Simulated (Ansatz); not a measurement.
# HfSiO4: the cost of one run

Program: Ansatz 0.2.0. PAW datasets, plane waves, zero pressure. These are computed values for a spin-unpolarised cell that may be hypothetical; none is a measurement.

### Step 1. The system as given

This is the cell as the run starts from it, not yet at rest; its lengths are not the crystal's.

Space group Pc (No. 7), monoclinic; a = 4.650 Å, b = 4.701 Å, c = 4.816 Å, β = 99.6° in the conventional setting, 8.65 Å³ an atom. Near Hf stand 7 O at 1.85–2.04 Å; near Si stand 7 O at 1.85–2.04 Å; near O stand 2 Hf at 1.94–2.03 Å and 2 Si at 1.96–2.04 Å; near O stand 2 Si at 1.94–2.03 Å and 2 Hf at 1.96–2.04 Å; near O stand 2 Hf at 1.85–1.94 Å and 1 Si at 1.87 Å.

Structure file:

```xyz
12
Lattice="4.6496 0.0000 0.0000 0.0000 4.7011 0.0000 -0.7997 0.0000 4.7489" Properties=species:S:1:pos:R:3 pbc="T T T"
Hf    0.7178    0.9781    3.3618
Si    2.7322    3.3287    3.7616
Si    3.1321    1.3724    1.3871
Hf    1.1177    3.7230    0.9873
O     1.3004    2.3154    4.6471
O     2.1496    4.6660    2.4762
O     2.5495    0.0351    0.1017
O     1.7003    2.3857    2.2727
O     0.0410    0.3797    1.6443
O     4.2088    2.7302    0.7301
O     3.8089    1.9709    3.1046
O    -0.3589    4.3215    4.0188
```

### Step 2. Relaxation with PBE

File input.yaml:

```yaml
crystal:
  lattice:
    - [4.64959246, 0.0, 0.0]
    - [0.0, 4.70113389, 0.0]
    - [-0.79970333, 0.0, 4.74887755]
  atoms:
    - { symbol: Hf, position: [0.27613578, 0.20806468, 0.70790733] }
    - { symbol: Si, position: [0.72386422, 0.70806468, 0.79209267] }
    - { symbol: Si, position: [0.72386422, 0.29193532, 0.29209267] }
    - { symbol: Hf, position: [0.27613578, 0.79193532, 0.20790733] }
    - { symbol: O, position: [0.44799782, 0.49252595, 0.97857799] }
    - { symbol: O, position: [0.55200218, 0.99252595, 0.52142201] }
    - { symbol: O, position: [0.55200218, 0.00747405, 0.02142201] }
    - { symbol: O, position: [0.44799782, 0.50747405, 0.47857799] }
    - { symbol: O, position: [0.06836078, 0.08075888, 0.34625278] }
    - { symbol: O, position: [0.93163922, 0.58075888, 0.15374722] }
    - { symbol: O, position: [0.93163922, 0.41924112, 0.65374722] }
    - { symbol: O, position: [0.06836078, 0.91924112, 0.84625278] }
kpoints:
  mp_grid: { grid: [6, 6, 6] }
hamiltonian:
  xc: pbe
scf:
  occupations: { method: fermi_dirac, width: 0.02 }
relax:
  f_tol: 0.005
  cell: {}
```

**Question.** How long does this run take on 1 × NVIDIA H100 80GB HBM3 with 2 threads of AMD EPYC 7R13 (Zen 3), shared host, and how much memory does it need?

About 2 min, with a peak of 1.3 GiB on the host.
